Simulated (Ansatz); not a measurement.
Born–Oppenheimer molecular dynamics of a periodic cell of 16 atoms, Cu (surface Cu(110)). It goes on from the last frame of an earlier run, with new velocities.

Level of theory: Ansatz, DFT PBE, scalar-relativistic, plane waves, PAW. Settings: accuracy low, PAW set soft_1, cutoff 420 eV, k mesh 2x3x1, fermi-dirac smearing 0.05 eV, no spin polarisation.

```json
{"ensemble": "NVT, Langevin thermostat", "time step": "12 fs", "steps asked": "120", "set temperature": "1000 K", "friction": "0.005 /fs", "atoms held": "1 to 4", "seed": "538443"}
```

Frames 12 fs apart, positions in Å, forces in eV/Å.

Velocities at 120 fs (Å/ps):

```
Cu 0.00 0.00 0.00
Cu 0.00 0.00 0.00
Cu 0.00 0.00 0.00
Cu 0.00 0.00 0.00
Cu -0.21 -1.50 -1.34
Cu 1.98 -6.05 1.68
Cu -3.56 3.53 -3.26
Cu -3.61 -3.58 1.01
Cu -1.22 -3.65 0.27
Cu 2.26 -2.01 -2.70
Cu -1.94 1.62 2.60
Cu -1.65 2.12 2.69
Cu 2.59 1.86 -0.64
Cu 3.04 -4.78 -0.48
Cu 3.53 -2.11 1.56
Cu -5.14 1.09 -2.24
```

```xyz
16
Lattice="7.2200 0.0000 0.0000 0.0000 5.1053 0.0000 0.0000 0.0000 16.8290" Properties=species:S:1:pos:R:3:forces:R:3 time_fs=120 energy_less_start_eV=0.737 T=560
Cu 1.805 1.276 1.000 0.35 -0.09 -0.33
Cu 5.415 1.276 1.000 -0.40 -0.22 -0.04
Cu 1.805 3.829 1.000 -0.13 -0.08 0.17
Cu 5.415 3.829 1.000 0.21 -0.03 0.18
Cu 0.048 0.016 2.264 -0.25 -0.66 -0.88
Cu 3.636 0.018 2.054 0.37 -0.17 -0.02
Cu -0.027 2.388 1.940 0.15 1.23 0.60
Cu 3.589 2.640 2.340 1.14 -0.02 -1.00
Cu 2.132 1.248 3.450 -0.37 -0.08 0.85
Cu 5.340 1.188 3.716 0.40 0.40 -0.18
Cu 2.070 3.921 3.650 0.77 0.13 0.01
Cu 5.528 3.797 3.633 -0.31 -0.11 0.27
Cu 0.321 0.115 4.556 -0.77 -0.18 0.98
Cu 3.895 0.213 5.381 -0.21 -1.56 -0.62
Cu 0.385 2.584 4.430 -1.02 -0.11 0.43
Cu 3.606 2.411 5.026 0.06 1.54 -0.44
16
Lattice="7.2200 0.0000 0.0000 0.0000 5.1053 0.0000 0.0000 0.0000 16.8290" Properties=species:S:1:pos:R:3:forces:R:3 time_fs=132 energy_less_start_eV=0.591 T=702
Cu 1.805 1.276 1.000 0.25 -0.06 -0.13
Cu 5.415 1.276 1.000 -0.48 -0.29 -0.07
Cu 1.805 3.829 1.000 -0.10 -0.11 0.16
Cu 5.415 3.829 1.000 0.13 -0.04 0.00
Cu 0.051 -0.004 2.242 -0.26 -0.34 -0.71
Cu 3.668 -0.063 2.067 0.02 0.35 0.09
Cu -0.070 2.455 1.919 0.56 0.67 0.72
Cu 3.565 2.599 2.332 1.07 -0.02 -0.84
Cu 2.110 1.210 3.466 0.00 0.15 0.48
Cu 5.367 1.171 3.674 0.19 0.58 0.05
Cu 2.053 3.946 3.694 1.04 -0.24 -0.27
Cu 5.512 3.816 3.665 -0.23 -0.31 0.24
Cu 0.339 0.134 4.564 -1.15 -0.30 1.04
Cu 3.922 0.131 5.364 -0.24 -0.83 -0.83
Cu 0.410 2.564 4.455 -1.14 0.03 0.37
Cu 3.551 2.441 5.005 0.33 0.76 -0.31
16
Lattice="7.2200 0.0000 0.0000 0.0000 5.1053 0.0000 0.0000 0.0000 16.8290" Properties=species:S:1:pos:R:3:forces:R:3 time_fs=144 energy_less_start_eV=0.492 T=739
Cu 1.805 1.276 1.000 0.11 -0.04 0.08
Cu 5.415 1.276 1.000 -0.36 -0.27 -0.07
Cu 1.805 3.829 1.000 -0.01 -0.12 0.16
Cu 5.415 3.829 1.000 0.07 -0.05 -0.33
Cu 0.045 -0.035 2.217 -0.19 0.08 -0.44
Cu 3.713 -0.140 2.079 -0.47 0.91 0.26
Cu -0.106 2.548 1.925 0.88 -0.10 0.77
Cu 3.565 2.561 2.294 0.79 -0.22 -0.51
Cu 2.071 1.180 3.502 0.49 0.52 0.00
Cu 5.389 1.151 3.634 0.05 0.76 0.21
Cu 2.061 3.961 3.735 0.88 -0.52 -0.41
Cu 5.489 3.832 3.694 -0.12 -0.54 0.21
Cu 0.331 0.142 4.593 -1.34 -0.49 0.90
Cu 3.941 0.028 5.337 -0.30 -0.28 -0.90
Cu 0.398 2.554 4.487 -1.02 0.20 0.26
Cu 3.508 2.483 4.988 0.57 0.16 -0.19
16
Lattice="7.2200 0.0000 0.0000 0.0000 5.1053 0.0000 0.0000 0.0000 16.8290" Properties=species:S:1:pos:R:3:forces:R:3 time_fs=156 energy_less_start_eV=0.478 T=695
Cu 1.805 1.276 1.000 -0.03 -0.04 0.20
Cu 5.415 1.276 1.000 -0.14 -0.20 -0.07
Cu 1.805 3.829 1.000 0.12 -0.11 0.17
Cu 5.415 3.829 1.000 -0.04 -0.04 -0.61
Cu 0.038 -0.075 2.197 -0.11 0.57 -0.17
Cu 3.749 -0.174 2.094 -0.85 1.10 0.36
Cu -0.125 2.631 1.948 1.02 -0.87 0.77
Cu 3.582 2.521 2.246 0.52 -0.24 -0.23
Cu 2.029 1.165 3.532 0.72 0.78 -0.27
Cu 5.402 1.146 3.597 0.00 0.86 0.33
Cu 2.083 3.965 3.763 0.31 -0.59 -0.47
Cu 5.459 3.851 3.738 0.07 -0.78 0.05
Cu 0.298 0.149 4.636 -1.23 -0.72 0.64
Cu 3.954 -0.072 5.296 -0.39 0.16 -0.75
Cu 0.348 2.537 4.524 -0.73 0.46 0.09
Cu 3.487 2.528 4.965 0.75 -0.35 -0.04
16
Lattice="7.2200 0.0000 0.0000 0.0000 5.1053 0.0000 0.0000 0.0000 16.8290" Properties=species:S:1:pos:R:3:forces:R:3 time_fs=168 energy_less_start_eV=0.463 T=699
Cu 1.805 1.276 1.000 -0.10 -0.03 0.22
Cu 5.415 1.276 1.000 0.08 -0.14 -0.09
Cu 1.805 3.829 1.000 0.28 -0.12 0.15
Cu 5.415 3.829 1.000 -0.22 0.03 -0.66
Cu 0.041 -0.109 2.170 -0.10 1.12 0.16
Cu 3.756 -0.157 2.114 -0.85 0.90 0.32
Cu -0.121 2.689 1.979 0.95 -1.52 0.72
Cu 3.604 2.498 2.204 0.28 -0.08 -0.05
Cu 1.998 1.158 3.540 0.49 0.93 -0.17
Cu 5.408 1.181 3.560 0.05 0.64 0.44
Cu 2.113 3.977 3.781 -0.44 -0.60 -0.50
Cu 5.446 3.851 3.805 0.35 -0.77 -0.36
Cu 0.237 0.149 4.706 -0.80 -0.81 0.15
Cu 3.961 -0.146 5.234 -0.52 0.71 -0.36
Cu 0.276 2.519 4.564 -0.32 0.63 -0.08
Cu 3.490 2.569 4.936 0.83 -0.88 0.10
16
Lattice="7.2200 0.0000 0.0000 0.0000 5.1053 0.0000 0.0000 0.0000 16.8290" Properties=species:S:1:pos:R:3:forces:R:3 time_fs=180 energy_less_start_eV=0.478 T=780
Cu 1.805 1.276 1.000 -0.16 -0.03 0.22
Cu 5.415 1.276 1.000 0.23 -0.15 -0.09
Cu 1.805 3.829 1.000 0.35 -0.13 0.13
Cu 5.415 3.829 1.000 -0.34 0.08 -0.47
Cu 0.035 -0.130 2.158 -0.06 1.50 0.33
Cu 3.729 -0.124 2.149 -0.48 0.56 0.09
Cu -0.103 2.711 2.023 0.75 -1.82 0.57
Cu 3.620 2.475 2.167 0.08 0.17 0.08
Cu 1.983 1.143 3.551 0.12 1.17 0.04
Cu 5.406 1.236 3.532 0.13 0.22 0.54
Cu 2.142 3.992 3.792 -1.09 -0.77 -0.51
Cu 5.461 3.820 3.864 0.50 -0.52 -0.78
Cu 0.158 0.134 4.792 -0.37 -0.63 -0.29
Cu 3.955 -0.186 5.157 -0.58 1.29 0.04
Cu 0.198 2.525 4.593 0.13 0.45 -0.11
Cu 3.515 2.600 4.910 0.80 -1.36 0.21
16
Lattice="7.2200 0.0000 0.0000 0.0000 5.1053 0.0000 0.0000 0.0000 16.8290" Properties=species:S:1:pos:R:3:forces:R:3 time_fs=192 energy_less_start_eV=0.541 T=832
Cu 1.805 1.276 1.000 -0.21 -0.01 0.22
Cu 5.415 1.276 1.000 0.34 -0.25 -0.08
Cu 1.805 3.829 1.000 0.33 -0.16 0.14
Cu 5.415 3.829 1.000 -0.35 0.14 -0.15
Cu 0.035 -0.124 2.176 -0.08 1.37 0.33
Cu 3.668 -0.079 2.179 0.04 0.12 -0.16
Cu -0.078 2.696 2.066 0.54 -1.57 0.34
Cu 3.645 2.438 2.146 -0.23 0.58 0.14
Cu 1.970 1.130 3.586 -0.13 1.46 0.17
Cu 5.393 1.295 3.520 0.21 -0.28 0.58
Cu 2.143 4.006 3.800 -1.49 -1.19 -0.51
Cu 5.488 3.771 3.904 0.36 0.00 -1.09
Cu 0.075 0.104 4.886 -0.11 -0.35 -0.58
Cu 3.935 -0.213 5.075 -0.42 1.85 0.32
Cu 0.126 2.536 4.597 0.65 0.07 0.12
Cu 3.561 2.628 4.893 0.54 -1.75 0.20
16
Lattice="7.2200 0.0000 0.0000 0.0000 5.1053 0.0000 0.0000 0.0000 16.8290" Properties=species:S:1:pos:R:3:forces:R:3 time_fs=204 energy_less_start_eV=0.550 T=842
Cu 1.805 1.276 1.000 -0.16 0.06 0.20
Cu 5.415 1.276 1.000 0.39 -0.32 -0.04
Cu 1.805 3.829 1.000 0.33 -0.20 0.13
Cu 5.415 3.829 1.000 -0.24 0.17 0.16
Cu 0.053 -0.097 2.192 -0.19 0.93 0.29
Cu 3.602 -0.026 2.196 0.40 -0.27 -0.26
Cu -0.037 2.656 2.101 0.30 -1.04 0.13
Cu 3.674 2.420 2.163 -0.54 0.90 0.07
Cu 1.935 1.129 3.645 -0.16 1.51 0.19
Cu 5.380 1.327 3.523 0.31 -0.73 0.54
Cu 2.112 3.999 3.803 -1.52 -1.45 -0.44
Cu 5.521 3.720 3.921 -0.25 0.78 -1.24
Cu -0.016 0.070 4.970 0.06 -0.12 -0.69
Cu 3.899 -0.206 5.005 -0.11 1.91 0.31
Cu 0.071 2.546 4.600 1.23 -0.39 0.51
Cu 3.619 2.635 4.889 0.16 -1.74 0.13
16
Lattice="7.2200 0.0000 0.0000 0.0000 5.1053 0.0000 0.0000 0.0000 16.8290" Properties=species:S:1:pos:R:3:forces:R:3 time_fs=216 energy_less_start_eV=0.385 T=944
Cu 1.805 1.276 1.000 -0.07 0.09 0.14
Cu 5.415 1.276 1.000 0.33 -0.31 0.09
Cu 1.805 3.829 1.000 0.29 -0.18 0.14
Cu 5.415 3.829 1.000 -0.10 0.14 0.41
Cu 0.064 -0.060 2.217 -0.25 0.42 0.20
Cu 3.548 0.015 2.218 0.53 -0.52 -0.22
Cu 0.020 2.596 2.133 0.01 -0.46 -0.03
Cu 3.684 2.426 2.199 -0.65 1.02 -0.05
Cu 1.871 1.145 3.718 0.03 1.09 0.10
Cu 5.359 1.329 3.543 0.48 -0.96 0.40
Cu 2.057 3.959 3.810 -1.24 -1.19 -0.36
Cu 5.566 3.678 3.907 -1.32 1.52 -1.30
Cu -0.098 0.028 5.027 0.20 0.14 -0.66
Cu 3.850 -0.148 4.943 0.16 1.19 0.10
Cu 0.048 2.562 4.606 1.65 -0.87 0.99
Cu 3.662 2.608 4.896 -0.05 -1.11 0.04
16
Lattice="7.2200 0.0000 0.0000 0.0000 5.1053 0.0000 0.0000 0.0000 16.8290" Properties=species:S:1:pos:R:3:forces:R:3 time_fs=228 energy_less_start_eV=0.163 T=1060
Cu 1.805 1.276 1.000 0.04 0.03 0.03
Cu 5.415 1.276 1.000 0.20 -0.25 0.24
Cu 1.805 3.829 1.000 0.18 -0.12 0.21
Cu 5.415 3.829 1.000 -0.02 0.09 0.57
Cu 0.055 -0.012 2.250 -0.18 -0.12 0.07
Cu 3.507 0.041 2.244 0.54 -0.67 -0.16
Cu 0.071 2.519 2.163 -0.26 0.16 -0.10
Cu 3.668 2.441 2.231 -0.52 1.00 -0.12
Cu 1.808 1.189 3.784 0.33 0.31 -0.08
Cu 5.338 1.310 3.584 0.72 -0.83 0.15
Cu 1.978 3.894 3.817 -0.70 -0.48 -0.31
Cu 5.600 3.663 3.854 -1.76 1.57 -1.19
Cu -0.154 -0.003 5.066 0.28 0.28 -0.61
Cu 3.800 -0.065 4.874 0.11 0.28 0.08
Cu 0.070 2.576 4.623 1.13 -0.91 1.29
Cu 3.672 2.562 4.903 -0.08 -0.35 -0.06
16
Lattice="7.2200 0.0000 0.0000 0.0000 5.1053 0.0000 0.0000 0.0000 16.8290" Properties=species:S:1:pos:R:3:forces:R:3 time_fs=240 energy_less_start_eV=0.075 T=1005
Cu 1.805 1.276 1.000 0.21 -0.10 -0.12
Cu 5.415 1.276 1.000 0.04 -0.17 0.37
Cu 1.805 3.829 1.000 0.10 -0.05 0.27
Cu 5.415 3.829 1.000 0.00 0.06 0.64
Cu 0.045 0.021 2.273 -0.10 -0.59 -0.02
Cu 3.483 0.059 2.275 0.47 -0.71 -0.19
Cu 0.116 2.439 2.178 -0.57 0.81 -0.01
Cu 3.635 2.476 2.251 -0.25 0.79 -0.13
Cu 1.756 1.238 3.838 0.79 -0.62 -0.36
Cu 5.338 1.281 3.626 0.93 -0.37 -0.20
Cu 1.883 3.802 3.815 0.08 0.48 -0.37
Cu 5.606 3.680 3.768 -1.17 1.00 -0.73
Cu -0.192 0.016 5.092 0.26 0.09 -0.61
Cu 3.768 0.015 4.808 -0.21 -0.54 0.27
Cu 0.116 2.559 4.673 -0.55 -0.29 1.31
Cu 3.671 2.516 4.903 -0.06 0.23 -0.12
16
Lattice="7.2200 0.0000 0.0000 0.0000 5.1053 0.0000 0.0000 0.0000 16.8290" Properties=species:S:1:pos:R:3:forces:R:3 time_fs=252 energy_less_start_eV=0.307 T=728
Cu 1.805 1.276 1.000 0.43 -0.24 -0.24
Cu 5.415 1.276 1.000 -0.07 -0.11 0.47
Cu 1.805 3.829 1.000 0.06 0.01 0.28
Cu 5.415 3.829 1.000 0.01 0.05 0.64
Cu 0.036 0.020 2.286 -0.02 -0.80 -0.09
Cu 3.469 0.063 2.298 0.43 -0.55 -0.28
Cu 0.151 2.384 2.175 -0.87 1.22 0.18
Cu 3.607 2.538 2.264 -0.04 0.37 -0.11
Cu 1.718 1.254 3.882 1.18 -1.36 -0.63
Cu 5.354 1.261 3.668 1.09 0.09 -0.57
Cu 1.798 3.704 3.797 0.73 1.33 -0.51
Cu 5.597 3.700 3.679 -0.65 0.55 -0.25
Cu -0.228 0.053 5.120 0.25 -0.23 -0.60
Cu 3.756 0.078 4.762 -0.54 -1.22 0.53
Cu 0.147 2.522 4.746 -1.92 0.23 1.37
Cu 3.663 2.477 4.909 -0.05 0.67 -0.19
```

Of the whole run (1440 fs, mean temperature of the second half 1111 K): The mean temperature of the second half is 11 % above the set value. A run of 1.4 ps of so small a system gives no equilibrium averages. Limits of this set-up: coarse k mesh, thin slab, slab without dipole correction, low accuracy level.

Time of the run: 45 min on 4 threads of Arm Neoverse V1, with other jobs on the host, peak memory 2.1 GiB.
